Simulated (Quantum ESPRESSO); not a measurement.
## AlN (001), zinc blende: the electronic dielectric constant against in-plane strain

How does ε∞, from linear response (ph.x, fixed occupations, ions clamped), follow the in-plane strain?

Calculated with Quantum ESPRESSO 7.5, PBEsol, GBRV 1.5 ultrasoft potentials, cutoff 680 eV, Fermi–Dirac smearing 0.02 eV, k-mesh 9×9×6, no spin polarisation, no spin-orbit coupling.

| in-plane strain (%) | V (Å³/atom) | ε_xx | ε_yy | ε_zz | mean | gap (eV) |
| --- | --- | --- | --- | --- | --- | --- |
| −3 | 10.182 | 4.629 | 4.629 | 4.602 | 4.620 | 2.987 |
| −2 | 10.295 | 4.635 | 4.635 | 4.610 | 4.627 | 3.055 |
| 0 | 10.499 | 4.653 | 4.653 | 4.650 | 4.652 | 3.177 |
| 1 | 10.588 | 4.666 | 4.666 | 4.681 | 4.671 | 3.054 |
| 2 | 10.669 | 4.680 | 4.680 | 4.720 | 4.694 | 2.943 |
| 3 | 10.738 | 4.698 | 4.698 | 4.767 | 4.721 | 2.843 |

**Question.** Give the mean ε∞ and the long-wavelength refractive index at x = -1, a row left out above (x is the first column).

Least squares with ε = e0 + e1 x + e2 x² gives e0 = 4.6522, e1 = 0.016807 and e2 = 0.002045. At x = -1 this is 4.637, so n = √ε = 2.153 as an average over directions. The run itself gives 4.638, so the estimate misses by 0.001, a rounding's worth.

Along the table the mean ε∞ doesn't follow the smallest gap simply. Semilocal functionals tend to give ε∞ too large, the k-mesh wasn't converged for it (a zone-centred mesh of this size overestimates it where the gap is small), and polar lattice vibrations add to the static constant, which isn't calculated here.
